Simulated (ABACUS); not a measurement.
# Fe (Im-3m) in ABACUS: further runs, part 2 of 2

ABACUS 3.10.1.

## (3) Equation of state, PBE, collinear spin, ferromagnetic start, 11.54 Å³/atom (volume scaled by 0.96)

INPUT reads:

```
INPUT_PARAMETERS
suffix              Fe
calculation         scf
basis_type          lcao
pseudo_dir          ./
orbital_dir         ./
symmetry            1
dft_functional      pbe
ecutwfc             100
pseudo_rcut         10
nspin               2
nbands              14
ks_solver           genelpa
smearing_method     fd
smearing_sigma      0.00367493
scf_thr             1e-07
scf_nmax            100
mixing_type         broyden
mixing_beta         0.4
cal_force           1
cal_stress          1
out_mul             1
```

STRU reads:

```
ATOMIC_SPECIES
Fe 55.8450 Fe.upf

NUMERICAL_ORBITAL
Fe_confined-atom_7au_3s2p2d1f.orb

LATTICE_CONSTANT
1.8897261246

LATTICE_VECTORS
-1.4234976093 1.4234976093 1.4234976093
1.4234976093 -1.4234976093 1.4234976093
1.4234976093 1.4234976093 -1.4234976093

ATOMIC_POSITIONS
Direct

Fe
0.0
1
0.0000000000 0.0000000000 0.0000000000 1 1 1 mag 3
```

KPT reads:

```
K_POINTS
0
Gamma
13 13 13 0 0 0
```

Potentials or basis: PseudoDojo NC SR 0.4.1 PBE standard, DZP LCAO (the cutoffs set its grid).

Started as:

```bash
$ OMP_NUM_THREADS=1 mpirun -np 4 abacus > log
```

Run time: 11 s. Hardware: 4 MPI ranks of AMD EPYC 9B45 (Zen 5), shared host; peak memory 0.44 GiB.

The run converged. Its results:

* Free energy: -3410.6073 eV
* Pressure: -0.6 GPa
* Band gap on the k mesh: none (metal or under the smearing width)
* Net moment: 2.29 μB per cell
* Absolute moment: 2.42 μB per cell
* Site moments: Fe +2.29 μB

Caveat: the atomic orbitals were generated for these runs and aren't a published set; the basis of atomic orbitals isn't converged, which shifts pressures, moduli and gaps.

## (4) Equation of state, PBE, collinear spin, ferromagnetic start, 11.78 Å³/atom (volume scaled by 0.98)

INPUT is that of step 3.

STRU reads:

```
ATOMIC_SPECIES
Fe 55.8450 Fe.upf

NUMERICAL_ORBITAL
Fe_confined-atom_7au_3s2p2d1f.orb

LATTICE_CONSTANT
1.8897261246

LATTICE_VECTORS
-1.4333151444 1.4333151444 1.4333151444
1.4333151444 -1.4333151444 1.4333151444
1.4333151444 1.4333151444 -1.4333151444

ATOMIC_POSITIONS
Direct

Fe
0.0
1
0.0000000000 0.0000000000 0.0000000000 1 1 1 mag 3
```

KPT is that of step 3.

Started as:

```bash
$ OMP_NUM_THREADS=1 mpirun -np 4 abacus > log
```

Run time: 10 s. Hardware: 4 MPI ranks of AMD EPYC 9B45 (Zen 5), shared host; peak memory 0.44 GiB.

Results (log left out):

- Free energy: -3410.6045 eV
- Pressure: -3.3 GPa
- Band gap on the k mesh: none (metal or under the smearing width)
- Net moment: 2.36 μB per cell
- Absolute moment: 2.50 μB per cell
- Site moments: Fe +2.36 μB

Caveat: the atomic orbitals were generated for these runs and aren't a published set; the basis of atomic orbitals isn't converged, which shifts pressures, moduli and gaps.

## (5) Equation of state, PBE, collinear spin, ferromagnetic start, 12.02 Å³/atom

INPUT is that of step 4.

STRU reads:

```
ATOMIC_SPECIES
Fe 55.8450 Fe.upf

NUMERICAL_ORBITAL
Fe_confined-atom_7au_3s2p2d1f.orb

LATTICE_CONSTANT
1.8897261246

LATTICE_VECTORS
-1.4430000000 1.4430000000 1.4430000000
1.4430000000 -1.4430000000 1.4430000000
1.4430000000 1.4430000000 -1.4430000000

ATOMIC_POSITIONS
Direct

Fe
0.0
1
0.0000000000 0.0000000000 0.0000000000 1 1 1 mag 3
```

KPT is that of step 4.

Started as:

```bash
$ OMP_NUM_THREADS=1 mpirun -np 4 abacus > log
```

It took 9.2 s on 4 MPI ranks of AMD EPYC 9B45 (Zen 5), shared host; peak memory 0.44 GiB.

The run converged. Its results:

* Free energy: -3410.5980 eV
* Pressure: -4.8 GPa
* Band gap on the k mesh: none (metal or under the smearing width)
* Net moment: 2.46 μB per cell
* Absolute moment: 2.60 μB per cell
* Site moments: Fe +2.46 μB

Caveat: the atomic orbitals were generated for these runs and aren't a published set; the basis of atomic orbitals isn't converged, which shifts pressures, moduli and gaps.

## (6) Equation of state, PBE, collinear spin, ferromagnetic start, 12.26 Å³/atom (volume scaled by 1.02)

INPUT is that of step 5.

STRU reads:

```
ATOMIC_SPECIES
Fe 55.8450 Fe.upf

NUMERICAL_ORBITAL
Fe_confined-atom_7au_3s2p2d1f.orb

LATTICE_CONSTANT
1.8897261246

LATTICE_VECTORS
-1.4525565699 1.4525565699 1.4525565699
1.4525565699 -1.4525565699 1.4525565699
1.4525565699 1.4525565699 -1.4525565699

ATOMIC_POSITIONS
Direct

Fe
0.0
1
0.0000000000 0.0000000000 0.0000000000 1 1 1 mag 3
```

KPT is that of step 5.

Potentials or basis: PseudoDojo NC SR 0.4.1 PBE standard, DZP LCAO (the cutoffs set its grid).

Started as:

```bash
$ OMP_NUM_THREADS=1 mpirun -np 4 abacus > log
```

Run time: 9.1 s. Hardware: 4 MPI ranks of AMD EPYC 9B45 (Zen 5), shared host; peak memory 0.44 GiB.

Results (log left out):

| Property | Result |
| --- | --- |
| Free energy | -3410.5902 eV |
| Pressure | -5.9 GPa |
| Band gap on the k mesh | none (metal or under the smearing width) |
| Net moment | 2.56 μB per cell |
| Absolute moment | 2.71 μB per cell |
| Site moments | Fe +2.56 μB |

Caveat: the atomic orbitals were generated for these runs and aren't a published set; the basis of atomic orbitals isn't converged, which shifts pressures, moduli and gaps.

## (7) Equation of state, PBE, collinear spin, ferromagnetic start, 12.50 Å³/atom (volume scaled by 1.04)

INPUT is that of step 6.

STRU reads:

```
ATOMIC_SPECIES
Fe 55.8450 Fe.upf

NUMERICAL_ORBITAL
Fe_confined-atom_7au_3s2p2d1f.orb

LATTICE_CONSTANT
1.8897261246

LATTICE_VECTORS
-1.4619890197 1.4619890197 1.4619890197
1.4619890197 -1.4619890197 1.4619890197
1.4619890197 1.4619890197 -1.4619890197

ATOMIC_POSITIONS
Direct

Fe
0.0
1
0.0000000000 0.0000000000 0.0000000000 1 1 1 mag 3
```

KPT is that of step 6.

Started as:

```bash
$ OMP_NUM_THREADS=1 mpirun -np 4 abacus > log
```

Run time: 8.3 s. Hardware: 4 MPI ranks of AMD EPYC 9B45 (Zen 5), shared host; peak memory 0.44 GiB.

The run converged. Its results:

| Item | Value |
| --- | --- |
| Free energy | -3410.5798 eV |
| Pressure | -8.0 GPa |
| Band gap on the k mesh | none (metal or under the smearing width) |
| Net moment | 2.60 μB per cell |
| Absolute moment | 2.76 μB per cell |
| Site moments | Fe +2.60 μB |

Caveat: the atomic orbitals were generated for these runs and aren't a published set; the basis of atomic orbitals isn't converged, which shifts pressures, moduli and gaps.

## (8) Equation of state, PBE, collinear spin, ferromagnetic start, 12.74 Å³/atom (volume scaled by 1.06)

INPUT is that of step 7.

STRU reads:

```
ATOMIC_SPECIES
Fe 55.8450 Fe.upf

NUMERICAL_ORBITAL
Fe_confined-atom_7au_3s2p2d1f.orb

LATTICE_CONSTANT
1.8897261246

LATTICE_VECTORS
-1.4713013028 1.4713013028 1.4713013028
1.4713013028 -1.4713013028 1.4713013028
1.4713013028 1.4713013028 -1.4713013028

ATOMIC_POSITIONS
Direct

Fe
0.0
1
0.0000000000 0.0000000000 0.0000000000 1 1 1 mag 3
```

KPT is that of step 7.

Started as:

```bash
$ OMP_NUM_THREADS=1 mpirun -np 4 abacus > log
```

Wall time 8.3 s (4 MPI ranks of AMD EPYC 9B45 (Zen 5), shared host); peak memory 0.44 GiB.

The run converged. Its results:

```
Free energy            : -3410.5661 eV
Pressure               : -10.3 GPa
Band gap on the k mesh : none (metal or under the smearing width)
Net moment             : 2.63 μB per cell
Absolute moment        : 2.79 μB per cell
Site moments           : Fe +2.63 μB
```

Caveat: the atomic orbitals were generated for these runs and aren't a published set; the basis of atomic orbitals isn't converged, which shifts pressures, moduli and gaps.

## (9) Equation of state, PBE, collinear spin, ferromagnetic start

Potentials or basis: PseudoDojo NC SR 0.4.1 PBE standard, DZP LCAO (the cutoffs set its grid).

This step only gathers the single runs of the series.

Results:

| Item | Value |
| --- | --- |
| Equilibrium volume | 11.47 Å³/atom |
| Bulk modulus | 113 GPa |
| Pressure derivative of the bulk modulus | 4.7 (rough: it moves with the points fitted) |

Energy against volume, from the lowest point:
| volume (Å³/atom) | energy (meV/atom) |
| --- | --- |
| 11.298 | 1.23 |
| 11.538 | 0.00 |
| 11.778 | 2.79 |
| 12.019 | 9.30 |
| 12.259 | 17.13 |
| 12.499 | 27.47 |
| 12.740 | 41.22 |

Caveat: the atomic orbitals were generated for these runs and aren't a published set; the fit is doubtful: noisy points or a state that changes with volume; the basis of atomic orbitals isn't converged, which shifts pressures, moduli and gaps.

## (10) Comparison with measurements

Step 9. A measured bulk modulus of Fe is 166.4 GPa (quoted in “Pressure Induced Densification and Compression in a Reprocessed Borosilicate Glass”, 2018, pmc:5793612); the calculated 113 GPa misses it by -31.9 %. So large a miss can be the level of theory's own, or it may mean another phase, state or a wrong row. The fit is for a static lattice scaled at fixed shape and fixed fractional positions.
